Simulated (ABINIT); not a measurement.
Write the native input for ABINIT 10.8.3 (patched build) that does the following.

* Task: band structure
* Functional: PBEsol
* Potentials or basis: JTH PAW PBE v2.0
* Cutoff: 435 eV
* k mesh: 11 × 11 × 11
* Occupations: fermi-dirac, width 0.05 eV
* Spin: no spin polarisation
* Fine-grid cutoff: 870.764 eV

Crystal: NbAs.

```
Nb As
1.0
    -1.72585    1.72585    5.84000
     1.72585   -1.72585    5.84000
     1.72585    1.72585   -5.84000
Nb As
2 2
Direct
  0.50000 0.00000 0.50000
  0.75000 0.75000 0.00000
  0.91600 0.41600 0.50000
  0.16600 0.16600 0.00000
```

One way to write it, as run:

run.abi

```
ndtset 2

pp_dirpath "./"
pseudos "Nb.GGA_PBE-JTH.xml, As.GGA_PBE-JTH.xml"

acell 3*1.0 Angstrom
rprim
    -1.7258500000     1.7258500000     5.8400000000
     1.7258500000    -1.7258500000     5.8400000000
     1.7258500000     1.7258500000    -5.8400000000
ntypat 2
znucl 41 33
natom 4
typat 1 1 2 2
xcart
     0.0000000000     1.7258500000     0.0000000000
     0.0000000000     0.0000000000     8.7600000000
     0.0000000000     1.7258500000     4.8588800000
     0.0000000000     0.0000000000     1.9388800000 Angstrom

ecut 16.0
pawecutdg 32.0
pawxcdev 0

ixc -116133

occopt 3
tsmear 0.05 eV

nstep 100

iomode 3
prtwf 0
prteig 0
prtebands 0
enunit 1
prtden1 1

kptopt1 1
ngkpt1 11 11 11
nshiftk1 1
shiftk1 0.0 0.0 0.0
nband1 34
tolvrs1 1.0e-9

iscf2 -2
getden2 1
nband2 40
nbdbuf2 4
tolwfr2 1.0e-11
kptopt2 -10
ndivsm2 6
prteig2 1
kptbounds2
     0.0000000000     0.0000000000     0.0000000000
    -0.5000000000     0.5000000000     0.0000000000
    -0.5000000000     0.5000000000    -0.0436667032
    -0.2718333516     0.2718333516    -0.2718333516
     0.0000000000     0.0000000000     0.0000000000
     0.5000000000     0.5000000000    -0.5000000000
     0.2718333516     0.7281666484    -0.7281666484
     0.0000000000     0.5000000000    -0.5000000000
    -0.2500000000     0.7500000000    -0.2500000000
     0.0436667032     0.9563332968    -0.5000000000
     0.5000000000     0.5000000000    -0.5000000000
```

Potentials or basis: JTH PAW PBE v2.0.

Run with:

```console
$ abinit run.abi > log 2>&1
```

Results of the run:

| Property | Result |
| --- | --- |
| Pressure | -2.6 GPa |
| Largest force | 0.291 eV/Å |
| Band gap on the k mesh | none (metal or under the smearing width) |
| Valence electrons inside the program's atomic spheres | Nb 10.13; As 12.79 |

Caveat: the PAW data sets were made with another functional, which shifts forces and pressure a little.

Run time: 18 min on 1 thread of Intel(R) Xeon(R) 6975P-C (Granite Rapids) (shared host), peak memory 0.51 GiB.
